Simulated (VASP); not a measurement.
A run of VASP 6.6.1 is set up as follows.

INCAR

```
SYSTEM = BeSe
ALGO = Fast ; EDIFF = 1E-7
EDIFFG = -0.01 ; ENCUT = 600
GGA = PS ; IBRION = 2
ISIF = 2 ; ISMEAR = 0
LASPH = .True. ; LCHARG = .False.
LREAL = .False. ; LWAVE = .False.
NELM = 80 ; NSW = 40
PREC = Accurate ; SIGMA = 0.03
```

Contents of KPOINTS:

```
k-points
0
Gamma
  10 10 10
  0 0 0
```

File POSCAR:

```
BeSe                                    
1.0
    0.0000000000      2.5327344269      2.5327344269
    2.5327344269      0.0000000000      2.5327344269
    2.5327344269      2.5327344269      0.0000000000
  Be              Se            
     1     1
Direct
     0.0000000000000000    0.0000000000000000    0.0000000000000000
     0.2500000000000000    0.2500000000000000    0.2500000000000000
```

Potentials or basis: VASP PAW PBE potentials, release 64 (Be, Se).

Run with:

```sh
$ cat potpaw_PBE.64/Be/POTCAR potpaw_PBE.64/Se/POTCAR > POTCAR
$ mpirun -np 1 vasp_std > vasp.out
```

Question: Estimate the band gap on the k mesh.

Answer: 2.37 eV, indirect (least direct gap 4.57 eV).

Final structure:
```
Be Se
1.0
     0.00000    2.53273    2.53273
     2.53273    0.00000    2.53273
     2.53273    2.53273    0.00000
Be Se
1 1
Direct
  0.00000 0.00000 0.00000
  0.25000 0.25000 0.25000
```

Caveat: the relaxation stopped at its first step, so nothing moved. A k mesh can miss the band edges.
